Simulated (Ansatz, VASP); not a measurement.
HfC in VASP and in Ansatz

File INCAR:

```
PREC     = Accurate       # precision mode
ENCUT    = 520            # plane-wave cutoff, eV
EDIFF    = 1E-7           # SCF threshold, eV
ISMEAR   = -1             # smearing method
SIGMA    = 0.05           # smearing width, eV
LREAL    = False          # projectors in reciprocal space
LASPH    = True           # aspherical terms in the spheres
NELM     = 80             # most SCF steps
ALGO     = Normal         # electronic algorithm
ISIF     = 2              # what is computed and relaxed
LWAVE    = False          # write WAVECAR
LCHARG   = True           # write CHGCAR
GGA      = PE             # functional
LELF     = True           # ELF
LVHAR    = True         
NBANDS   = 14             # bands
```

The input KPOINTS:

```
regular mesh
0
Gamma
  10 10 10
```

File POSCAR:

```
HfC
1.0
    0.0000000000      2.3403977997      2.3403977997
    2.3403977997      0.0000000000      2.3403977997
    2.3403977997      2.3403977997      0.0000000000
Hf C
1 1
Direct
    0.5000000000      0.5000000000      0.5000000000
    0.0000000000      0.0000000000      0.0000000000
```

File input.yaml:

```yaml
crystal:
  lattice:
    - [0.0, 2.3403977997, 2.3403977997]
    - [2.3403977997, 0.0, 2.3403977997]
    - [2.3403977997, 2.3403977997, 0.0]
  atoms:
    - { symbol: Hf, position: [0.5, 0.5, 0.5] }
    - { symbol: C, position: [0.0, 0.0, 0.0] }
hamiltonian:
  xc: pbe
  pseudopotentials: { kind: paw }
kpoints:
  mp_grid: { grid: [10, 10, 10] }
scf:
  occupations: { method: fermi_dirac, width: 0.05 }
output:
  forces: true
  stress: true
  eigenvalues: true
```

Alike in both runs: task single point; functional PBE; k mesh 10 × 10 × 10; occupations fermi-dirac, width 0.05 eV; no spin polarisation.

```csv
,VASP,Ansatz
version,VASP 6.6.1,Ansatz 0.2.0
potentials or method,"VASP PAW PBE potentials, release 64 (Hf_pv, C)",Ansatz PAW
plane-wave cutoff (eV),520,420
valence electrons in the cell,14,30
```

```csv
,VASP,Ansatz,Ansatz less VASP
gap on the k mesh at the Fermi level (eV),none,none,-
pressure (GPa),-4.9,-4.2,+0.69
```

A gap of «none» marks a metal or a gap that the smearing closes. With one functional, cell and mesh, what is left measures potentials, basis and numerics. The two sets of potentials don't hold the same shells in valence.

The runs have no spin-orbit coupling, so splittings on Hf are missing.
